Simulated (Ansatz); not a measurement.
# Os under changes of volume

One of the cells (13.982 Å³/atom); the others are scaled copies at fixed shape and fractional positions:

```xyz
2
Lattice="2.7341 0.0000 0.0000 -1.3671 2.3678 0.0000 0.0000 0.0000 4.3197" Properties=species:S:1:pos:R:3 pbc="T T T"
Os    1.3671    0.7893    3.2398
Os    0.0000    1.5785    1.0799
```

| Property | Result |
| --- | --- |
| Program | Ansatz 0.2.0 |
| Functional | HSE06 |
| Potentials or basis | Ansatz PAW |
| Cutoff | 420 eV (not typed: the program's choice for these potentials) |
| k mesh | 6 × 6 × 3 |
| Occupations | fermi-dirac, width 0.05 eV |
| Spin | no spin polarisation |

| volume (Å³/atom) | energy over the lowest point (meV/atom) | pressure (GPa) |
| --- | --- | --- |
| 13.143 | 50.19 | 25.6 |
| 13.423 | 15.71 | 14.2 |
| 13.703 | 0.00 | 4.1 |
| 13.982 | ? | ? |
| 14.262 | 16.75 | -12.9 |
| 14.542 | 45.75 | -20.1 |
| 14.821 | 86.52 | -26.4 |

Q: What does the run at 13.982 Å³/atom give?

A: Energy over the lowest point 0.95 meV/atom; pressure -4.9 GPa.

Worked out: A Birch-Murnaghan fit of order 3 (a polynomial in V^(-2/3)) to the other rows has its minimum at 13.82 Å³/atom with B0 = V·E''(V) = 448 GPa and B' = 4.7 at fixed shape and positions, which overstates the stiffness. It gives 0.93 meV/atom at 13.982 Å³/atom, against the run's 0.95, and -dE/dV = -4.9 GPa, against -4.9.

Energies are extrapolated to zero smearing.

Caveats: all runs use coarse meshes; the PAW data sets come from PBE, with cores solved anew for the run's functional, which leaves a small shift of forces and pressure; the thresholds are loose for stress.
